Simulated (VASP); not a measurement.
# WSi₂: kinetic-energy density

WSi₂, I4/mmm (no. 139), 3 atoms in the cell. PBE; PAW potentials W_sv, Si (PBE set).

## Input

INCAR:
```
SYSTEM = Si2W
ALGO = Normal ; EDIFF = 1E-7
ENCUT = 520 ; ISIF = 2
ISMEAR = 0 ; LASPH = .True.
LCHARG = .True. ; LREAL = .False.
LTAU = .True. ; LWAVE = .False.
NELM = 100 ; PREC = Accurate
SIGMA = 0.02
```

KPOINTS:
```
k-points
0
Gamma
  10 10 10
```

POSCAR:
```
Si2W
1.0
   -1.6069000000      1.6069000000      3.9149500000
    1.6069000000     -1.6069000000      3.9149500000
    1.6069000000      1.6069000000     -3.9149500000
W Si
1 2
Direct
    0.0000000000      0.0000000000      0.0000000000
    0.6653000000      0.6653000000      0.0000000000
    0.3347000000      0.3347000000      0.0000000000
```

Commands:
```
cat potpaw_PBE.64/W_sv/POTCAR potpaw_PBE.64/Si/POTCAR > POTCAR
mpirun -np 1 vasp_std > vasp.out
```

## Result

- Kinetic energy of the pseudo orbitals (eV): 359.00

VASP 6.6.1 took 91 s on 1 core (Intel Xeon Platinum 8488C (Sapphire Rapids)), a shared host.
